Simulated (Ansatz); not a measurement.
# How fast states decay through KF, part 2 of 3

Aim: the decay constants that govern tunnelling through KF.

Ansatz 0.2.0; PBE DFT, plane waves, PAW files (the session's first sound run).

So far, decay constant at the filling level, zone centre (Å⁻¹): step 3 (decaying states in the gap) 0.514.

## (5) Band edges under strain, strain -0.02

This step: PBE DFT, plane waves, PAW files (Ansatz 0.2.0).

The edges again under strain -0.02, with the ions at fixed fractions.

Input file input.yaml:

```yaml
crystal:
  lattice:
    - [3.1937759, 0.0, 0.0]
    - [0.0, 3.1937759, 0.0]
    - [0.0, 0.0, 3.258955]
  atoms:
    - { symbol: K, position: [0.0, 0.0, 0.0] }
    - { symbol: F, position: [0.5, 0.5, 0.5] }
kpoints:
  mp_grid: { grid: [7, 7, 7] }
  band_path: { path: [VBM, CBM], npoints: 30 }
scf:
  occupations: { method: fixed }
hamiltonian:
  xc: pbe
output:
  eigenvalues: true
```

Command:

```
$ ansatz run input.yaml --threads 2 --pin off --max-ram 4096MiB --backend cpu --events-out ev --progress --plain --runs-dir out
```

Numbers of over 12 decimals in the logs are rounded to 6 here.

What it wrote:

```text
[...]
Crystal: 2 atoms, lattice volume = 33.242 Å³
Basis set: ecut = 420 eV, 643 PW (Γ)
Bands: 12, of which v1, the nominal top of the filled ones, is band 8 counted from 1 (7 counted from 0)
Symmetry: 16 space group operations
[...]
k-points: 40 of 343
[...]
SCF iter   1: F=—  HF=-2348.589072 eV  |F-HF|=—  |Δ(HF+E_count)|=         —  Δρ=9.12e-4  dr2=3.16e-4  ethr=1.77e-3  ⟨swp⟩=4.2  Hψ=2621  notcnv=0  defer=44
[...]
SCF iter   6: F=-2348.588660 eV  HF=-2348.588660 eV  |F-HF|=6.09e-8  |Δ(HF+E_count)|=   5.02e-7  Δρ=9.51e-6  dr2=2.95e-8  ethr=6.25e-10  ⟨swp⟩=3.8  Hψ=2373  notcnv=0
SCF 1 converged in 6 iterations: F = -2348.588660 eV  dr2 = 2.95e-8
[...]
NSCF: frozen V_eff on 40 k-points
[...]
SCF converged after 6 iterations
Free energy (F): -2348.588660 eV
[...]
Internal energy: -2348.588660 eV  (E = F + TS)
E sigma→0 (E₀):  -2348.588660 eV
Fermi energy:    2.998133 eV
[...]
--- Band table (eV; the first three rows and the last of 40) ---
  k-point 0: bands = [... 4 lower, -6.8908, 2.9016, 2.9716, 2.9716, 9.5481, 11.3176, 11.3598, 16.8244]
  k-point 1: bands = [... 4 lower, -6.8701, 2.6418, 2.9472, 2.9472, 10.0783, 11.5080, 11.7777, 16.5547]
  k-point 2: bands = [... 4 lower, -6.8228, 2.1313, 2.8916, 2.8916, 11.2876, 11.8816, 12.9196, 16.0386]
  k-point 39: bands = [... 4 lower, -7.4573, 1.9516, 1.9583, 2.0298, 13.3718, 13.6456, 13.7433, 17.0228]
```

The job ended after 2.7 s (2 threads of Arm Neoverse N1, shared host; peak memory 0.25 GiB).

This step gave:

| Item | Value |
| --- | --- |
| free energy | -2348.5887 eV |
| Fermi energy | 2.998 eV |
| gap on the k-mesh | 6.550 eV |
| gap on path | 6.534 eV, by band count; negative where bands overlap |
| direct gap on path | 6.577 eV |
| edge places on path | 0, 1.377 1/A along the path |

Electronic bands along the path, in eV, zero at the Fermi level (highest filled level under fixed occupations); v1 is the highest filled band, c1 the lowest empty one:

```csv
point,v3,v2,v1,c1
VBM,-0.64,-0.61,0.02,8.63
halfway,-0.73,-0.39,-0.08,8.68
CBM,-0.10,-0.03,-0.03,6.55
```

The electronic bands as a text plot (rows in eV; labels by their first letter):

```
    8.8 |+++++++++++++++++++++++++++++
    8.4 |                             ++++++
    8.0 |                                   +++
    7.6 |                                      ++++
    7.2 |                                          ++++
    6.8 |                                              +++++++
    6.4 |                                                     +++
    6.0 |
    5.5 |
    5.1 |
    4.7 |
    4.3 |
    3.9 |
    3.5 |
    3.1 |
    2.7 |
    2.3 |
    1.9 |
    1.5 |
    1.1 |
    0.7 |
    0.2 |
   -0.2 |********************************************************
   -0.6 |******************************************
         V                                                      C
```

The searched edges give 6.53 eV, against 6.55 eV on the mesh.

## (6) Complex bands under strain, strain -0.02

This step: PBE DFT, plane waves, PAW files; complex bands by layer matching along the plane's normal (Ansatz 0.2.0).

The complex bands of the strained cell.

input.yaml, the sections that differ from step 5:

```yaml
kpoints:
  mp_grid: { grid: [7, 7, 7] }
output:
  eigenvalues: true
  transmission:
    leads: [[0, 0]]
    kpoints: [[0.0, 0.0], [0.0, -0.5]]
    e_range: [-1.0, 7.53]
    de: 0.17
# crystal, scf, hamiltonian: as in step 5
```

What it wrote:

```text
[...]
Crystal: 2 atoms, lattice volume = 33.242 Å³
Basis set: ecut = 420 eV, 643 PW (Γ)
Bands: 12, of which v1, the nominal top of the filled ones, is band 8 counted from 1 (7 counted from 0)
Symmetry: 16 space group operations
[...]
k-points: 40 of 343
[...]
SCF iter   1: F=—  HF=-2348.589072 eV  |F-HF|=—  |Δ(HF+E_count)|=         —  Δρ=9.12e-4  dr2=3.16e-4  ethr=1.77e-3  ⟨swp⟩=4.2  Hψ=2621  notcnv=0  defer=44
[...]
SCF iter   6: F=-2348.588660 eV  HF=-2348.588660 eV  |F-HF|=6.09e-8  |Δ(HF+E_count)|=   5.02e-7  Δρ=9.51e-6  dr2=2.95e-8  ethr=6.25e-10  ⟨swp⟩=3.8  Hψ=2373  notcnv=0
SCF 1 converged in 6 iterations: F = -2348.588660 eV  dr2 = 2.95e-8
[...]
transmission: 5 of 10 steps passed
transmission: 10 of 10 steps passed
SCF converged after 6 iterations
Free energy (F): -2348.588660 eV
[...]
Internal energy: -2348.588660 eV  (E = F + TS)
E sigma→0 (E₀):  -2348.588660 eV
Fermi energy:    2.998133 eV
[...]
--- Band table (eV; the first three rows and the last of 40) ---
  k-point 0: bands = [... 4 lower, -6.8908, 2.9016, 2.9716, 2.9716, 9.5481, 11.3176, 11.3598, 16.8244]
  k-point 1: bands = [... 4 lower, -6.8701, 2.6418, 2.9472, 2.9472, 10.0783, 11.5080, 11.7777, 16.5547]
  k-point 2: bands = [... 4 lower, -6.8228, 2.1313, 2.8916, 2.8916, 11.2876, 11.8816, 12.9196, 16.0386]
  k-point 39: bands = [... 4 lower, -7.4573, 1.9516, 1.9583, 2.0298, 13.3718, 13.6456, 13.7433, 17.0228]
--- Transmission ---
  basis      : 89 plane waves across, 5 finite elements along
  points     : 2, as listed
[...]
crystal 0  : K1F1, at the sites [0, 0], period 3.2590 Å: whole cells are its period
[...]
channels       : 0.000000e0 a spin
[...]
slowest decay  : 0.5206 /Å at (0.0000, 0.0000)
```

The job ended after 4.7 s (2 threads; peak memory 0.3 GiB; 8.6 s of CPU time).

This step gave:

* level to which the leads are filled: 3.275 eV from the Fermi level
* decay constant at the filling level, zone centre: 0.5206 Å⁻¹
* decay constant at the filling level, slowest listed point: 0.5206 Å⁻¹

K parallel (0, 0); values up to 1.5 1/Å, a degenerate pair printed once or twice; energies at which all values exceed this have no row. Im kz of the slowest decaying states against energy, zero at the highest filled level on the SCF mesh:

| energy (eV) | decay 1 (Å⁻¹) | decay 2 (Å⁻¹) | decay 3 (Å⁻¹) | decay 4 (Å⁻¹) |
| --- | --- | --- | --- | --- |
| -1.00 | 0.838 | 0.936 | - | - |
| -0.66 | 0.815 | 0.831 | - | - |
| -0.32 | 0.559 | 0.823 | - | - |
| 0.02 | 0.171 | 0.360 | 0.815 | - |
| 0.36 | 0.316 | 0.806 | 0.872 | - |
| 0.70 | 0.392 | 0.796 | 1.17 | 1.39 |
| 1.04 | 0.443 | 0.786 | 1.32 | - |
| 1.38 | 0.477 | 0.775 | 1.34 | - |
| 1.72 | 0.501 | 0.763 | 1.36 | 1.48 |
| 2.06 | 0.516 | 0.751 | 1.37 | 1.45 |
| 2.40 | 0.525 | 0.739 | 1.38 | 1.41 |
| 2.74 | 0.527 | 0.726 | 1.38 | 1.38 |
| 3.08 | 0.524 | 0.713 | 1.34 | 1.38 |
| 3.42 | 0.516 | 0.699 | 1.30 | 1.38 |
| 3.76 | 0.503 | 0.684 | 1.26 | 1.38 |
| 4.10 | 0.485 | 0.668 | 1.22 | 1.37 |
| 4.44 | 0.462 | 0.650 | 1.18 | 1.37 |
| 4.78 | 0.433 | 0.631 | 1.13 | 1.36 |
| 5.12 | 0.399 | 0.610 | 1.09 | 1.35 |
| 5.46 | 0.356 | 0.586 | 1.04 | 1.34 |
| 5.80 | 0.301 | 0.559 | 0.982 | 1.33 |
| 6.14 | 0.228 | 0.529 | 0.924 | 1.32 |
| 6.48 | 0.0959 | 0.493 | 0.860 | 1.31 |
| 6.82 | 0.453 | 0.788 | 1.29 | - |
| 7.16 | 0.405 | 0.706 | 1.28 | - |
| 7.50 | 0.346 | 0.609 | 1.26 | - |

K parallel (0, -0.5); values up to 1.5 1/Å, a degenerate pair printed once or twice; energies at which all values exceed this have no row. Table of Im kz of the slowest decaying states by energy, zero at the highest filled level on the SCF mesh:

```
energy (eV)  decay 1 (Å⁻¹)  decay 2 (Å⁻¹)  decay 3 (Å⁻¹)  decay 4 (Å⁻¹)
      -1.00          0.638          0.983           1.02           1.19
      -0.66          0.232          0.860           1.02           1.15
      -0.15          0.117          0.267          0.512           1.04
       0.02          0.101          0.423          0.578           1.04
       0.36          0.576          0.678          0.699           1.04
       0.70          0.661          0.751          0.862           1.01
       1.04          0.718          0.807          0.955          0.983
       1.55          0.775          0.867          0.945           1.02
       2.06          0.814          0.909          0.910           1.00
       2.40          0.832          0.887          0.928          0.985
       2.74          0.846          0.865          0.943          0.968
       3.25          0.833          0.862          0.939          0.957
       3.76          0.800          0.871          0.906          0.963
       4.10          0.778          0.875          0.882          0.962
       4.44          0.755          0.855          0.877          0.959
       4.95          0.720          0.812          0.876          0.949
       5.46          0.682          0.763          0.872          0.933
       5.80          0.656          0.727          0.868          0.918
       6.14          0.628          0.688          0.862          0.900
       6.65          0.583          0.621          0.851          0.865
       7.16          0.533          0.542          0.819          0.837
       7.50           0.48          0.496          0.779          0.826
```

At the listed wavevectors the last open channel is at -0.15 eV and the next at +6.65 eV on the grid. At +3.25 eV, the grid energy nearest the filling level (the middle of the gap on the SCF mesh), the slowest state at the listed wavevectors decays with κ = 0.521 Å⁻¹, its amplitude falling by e over 1.9 Å; the first such run, plane (001), gave 0.514 Å⁻¹ over as many of its listed wavevectors.

## (7) Band edges under strain, strain 0.02

This step: PBE DFT, plane waves, PAW files (Ansatz 0.2.0).

The edges again under strain +0.02, with the ions at fixed fractions.

Input file input.yaml:

```yaml
crystal:
  lattice:
    - [3.3241341, 0.0, 0.0]
    - [0.0, 3.3241341, 0.0]
    - [0.0, 0.0, 3.258955]
  atoms:
    - { symbol: K, position: [0.0, 0.0, 0.0] }
    - { symbol: F, position: [0.5, 0.5, 0.5] }
kpoints:
  mp_grid: { grid: [7, 7, 7] }
  band_path: { path: [VBM, CBM], npoints: 30 }
scf:
  occupations: { method: fixed }
hamiltonian:
  xc: pbe
output:
  eigenvalues: true
```

What it wrote:

```text
[...]
Crystal: 2 atoms, lattice volume = 36.011 Å³
Basis set: ecut = 420 eV, 723 PW (Γ)
Bands: 12, of which v1, the nominal top of the filled ones, is band 8 counted from 1 (7 counted from 0)
Symmetry: 16 space group operations
[...]
k-points: 40 of 343
[...]
SCF iter   1: F=—  HF=-2348.589661 eV  |F-HF|=—  |Δ(HF+E_count)|=         —  Δρ=6.51e-4  dr2=1.63e-4  ethr=1.77e-3  ⟨swp⟩=4.3  Hψ=2619  notcnv=0  defer=52
[...]
SCF iter   6: F=-2348.589331 eV  HF=-2348.589331 eV  |F-HF|=2.11e-8  |Δ(HF+E_count)|=   2.02e-7  Δρ=5.70e-6  dr2=4.54e-9  ethr=6.15e-10  ⟨swp⟩=3.7  Hψ=2501  notcnv=0
SCF 1 converged in 6 iterations: F = -2348.589331 eV  dr2 = 4.54e-9
[...]
SCF converged after 6 iterations
Free energy (F): -2348.589331 eV
[...]
Internal energy: -2348.589331 eV  (E = F + TS)
E sigma→0 (E₀):  -2348.589331 eV
Fermi energy:    2.396142 eV
[...]
--- Band table (eV; the first three rows and the last of 40) ---
  k-point 0: bands = [... 4 lower, -7.7853, 2.2896, 2.2896, 2.3563, 8.3758, 10.5923, 10.6337, 15.6867]
  k-point 1: bands = [... 4 lower, -7.8086, 2.1021, 2.2740, 2.2740, 8.9050, 10.7515, 11.0708, 15.4627]
  k-point 2: bands = [... 4 lower, -7.7631, 1.6049, 2.2373, 2.2373, 10.1504, 11.1576, 12.0861, 14.8318]
  k-point 39: bands = [... 4 lower, -8.2895, 1.4582, 1.4648, 1.5183, 12.4109, 12.6148, 12.7721, 15.7739]
```

Run time: 2.9 s. Hardware: 2 threads; peak memory 0.25 GiB; 4.9 s of CPU time.

This step gave:

```
free energy         : -2348.5893 eV
Fermi energy        : 2.396 eV
gap on the k-mesh   : 5.980 eV
gap on path         : 5.966 eV, by band count; negative where bands overlap
direct gap on path  : 6.019 eV
edge places on path : 0, 1.337 1/A along the path
```

Electronic bands along the path, in eV, zero at the Fermi level (highest filled level under fixed occupations); v1 is the highest filled band, c1 the lowest empty one:

```
  point     v3     v2     v1    c1
    VBM  -0.63  -0.63   0.01  8.44
halfway  -0.69  -0.40  -0.07  8.11
    CBM  -0.11  -0.11  -0.04  5.98
```

The electronic bands as a text plot (rows in eV; labels by their first letter):

```
    8.4 |+++++++++++++++++++++++++
    8.1 |                         ++++++
    7.7 |                               ++++
    7.3 |                                   +++
    6.9 |                                      ++++
    6.5 |                                          ++++++
    6.1 |                                                ++++++++
    5.7 |
    5.3 |
    4.9 |
    4.5 |
    4.1 |
    3.8 |
    3.4 |
    3.0 |
    2.6 |
    2.2 |
    1.8 |
    1.4 |
    1.0 |
    0.6 |
    0.2 |
   -0.1 |********************************************************
   -0.5 |******************************************
         V                                                      C
```

The searched edges give 5.97 eV, against 5.98 eV on the mesh.

## (8) Complex bands under strain, strain 0.02

This step: PBE DFT, plane waves, PAW files; complex bands by layer matching along the plane's normal (Ansatz 0.2.0).

The complex bands of the strained cell.

input.yaml, the sections that differ from step 7:

```yaml
kpoints:
  mp_grid: { grid: [7, 7, 7] }
output:
  eigenvalues: true
  transmission:
    leads: [[0, 0]]
    kpoints: [[0.0, 0.0], [-0.5, -0.5]]
    e_range: [-1.0, 6.97]
    de: 0.16
# crystal, scf, hamiltonian: as in step 7
```

What it wrote:

```text
[...]
Crystal: 2 atoms, lattice volume = 36.011 Å³
Basis set: ecut = 420 eV, 723 PW (Γ)
Bands: 12, of which v1, the nominal top of the filled ones, is band 8 counted from 1 (7 counted from 0)
Symmetry: 16 space group operations
[...]
k-points: 40 of 343
[...]
SCF iter   1: F=—  HF=-2348.589661 eV  |F-HF|=—  |Δ(HF+E_count)|=         —  Δρ=6.51e-4  dr2=1.63e-4  ethr=1.77e-3  ⟨swp⟩=4.3  Hψ=2619  notcnv=0  defer=52
[...]
SCF iter   6: F=-2348.589331 eV  HF=-2348.589331 eV  |F-HF|=2.11e-8  |Δ(HF+E_count)|=   2.02e-7  Δρ=5.70e-6  dr2=4.54e-9  ethr=6.15e-10  ⟨swp⟩=3.7  Hψ=2501  notcnv=0
SCF 1 converged in 6 iterations: F = -2348.589331 eV  dr2 = 4.54e-9
[...]
transmission: 5 of 10 steps passed
transmission: 10 of 10 steps passed
SCF converged after 6 iterations
Free energy (F): -2348.589331 eV
[...]
Internal energy: -2348.589331 eV  (E = F + TS)
E sigma→0 (E₀):  -2348.589331 eV
Fermi energy:    2.396142 eV
[...]
--- Band table (eV; the first three rows and the last of 40) ---
  k-point 0: bands = [... 4 lower, -7.7853, 2.2896, 2.2896, 2.3563, 8.3758, 10.5923, 10.6337, 15.6867]
  k-point 1: bands = [... 4 lower, -7.8086, 2.1021, 2.2740, 2.2740, 8.9050, 10.7515, 11.0708, 15.4627]
  k-point 2: bands = [... 4 lower, -7.7631, 1.6049, 2.2373, 2.2373, 10.1504, 11.1576, 12.0861, 14.8318]
  k-point 39: bands = [... 4 lower, -8.2895, 1.4582, 1.4648, 1.5183, 12.4109, 12.6148, 12.7721, 15.7739]
--- Transmission ---
  basis      : 97 plane waves across, 5 finite elements along
  points     : 2, as listed
[...]
crystal 0  : K1F1, at the sites [0, 0], period 3.2590 Å: whole cells are its period
[...]
channels       : 0.000000e0 a spin
[...]
slowest decay  : 0.5043 /Å at (0.0000, 0.0000)
```

Elapsed: 5.2 s, on 2 threads; peak memory 0.3 GiB.

Numbers from this step:

```
level to which the leads are filled                       : 2.990 eV from the Fermi level
decay constant at the filling level, zone centre          : 0.5043 Å⁻¹
decay constant at the filling level, slowest listed point : 0.5043 Å⁻¹
```

K parallel (0, 0); values up to 1.5 1/Å, a degenerate pair printed once or twice; energies at which all values exceed this have no row. Table of Im kz of the slowest decaying states by energy, zero at the highest filled level on the SCF mesh:

```
energy (eV)  decay 1 (Å⁻¹)  decay 2 (Å⁻¹)  decay 3 (Å⁻¹)  decay 4 (Å⁻¹)
      -1.00          0.822          0.983              -              -
      -0.68          0.815          0.875              -              -
      -0.20          0.129          0.804           1.46              -
      -0.04         0.0156          0.512          0.800           1.40
       0.12          0.200          0.795          0.872           1.32
       0.60          0.363          0.782           1.23              -
       0.92          0.419          0.772           1.27              -
       1.40          0.471          0.757           1.31           1.48
       1.72          0.492          0.747           1.32           1.45
       2.20          0.509          0.731           1.33           1.40
       2.52          0.511          0.721           1.34           1.37
       2.84          0.508          0.710           1.33           1.34
       3.32          0.493          0.692           1.28           1.34
       3.64          0.476          0.680           1.24           1.33
       4.12          0.442          0.660           1.18           1.33
       4.44          0.411          0.644           1.14           1.32
       4.92          0.353          0.618           1.07           1.31
       5.24          0.301          0.597           1.03           1.30
       5.72          0.184          0.561          0.951           1.28
       6.04          0.533          0.895           1.27              -
       6.52          0.483          0.801           1.25              -
       6.84          0.443          0.729           1.23              -
```

K parallel (-0.5, -0.5); values up to 1.5 1/Å, a degenerate pair printed once or twice; energies at which all values exceed this have no row. Im kz of the slowest decaying states against energy, zero at the highest filled level on the SCF mesh:

```
energy (eV)  decay 1 (Å⁻¹)  decay 2 (Å⁻¹)  decay 3 (Å⁻¹)  decay 4 (Å⁻¹)
      -1.00        0.00602          0.112          0.842              -
      -0.68          0.836              -              -              -
      -0.20          0.607          0.825              -              -
      -0.04          0.691          0.822              -              -
       0.12          0.181          0.760          0.818              -
       0.60          0.387          0.805          0.929              -
       0.92          0.456          0.795           1.03              -
       1.40          0.525          0.780           1.29              -
       1.72          0.557          0.768           1.29              -
       2.20          0.591          0.750           1.30              -
       2.52          0.606          0.736           1.29              -
       2.84          0.618          0.722           1.29              -
       3.32          0.628          0.700           1.28              -
       3.64          0.630          0.683           1.27              -
       4.12          0.628          0.657           1.26              -
       4.44          0.623          0.638           1.25              -
       4.92          0.607          0.611           1.23              -
       5.24          0.584          0.599           1.21              -
       5.72          0.548          0.575           1.19              -
       6.04          0.521          0.554           1.17              -
       6.52          0.477          0.515           1.14              -
       6.84          0.444          0.483           1.12              -
```

At the listed wavevectors the last open channel is at -0.04 eV and the next at +6.04 eV on the grid. At +3.00 eV, the grid energy nearest the filling level (the middle of the gap on the SCF mesh), the slowest state at the listed wavevectors decays with κ = 0.504 Å⁻¹, its amplitude falling by e over 2.0 Å; the first such run, plane (001), gave 0.514 Å⁻¹ over as many of its listed wavevectors.

(Part 2 of 3 ends here.)

[Logs are printed without paths, hosts, clocks, repeated set-up lines and the standing remarks that a program may print on its own settings, such as how far it seeks lower states.]

[Hosts, paths, dates, database ids (printed as entryN), source tags and the programs' standing remarks are cut or masked in the printed files.]
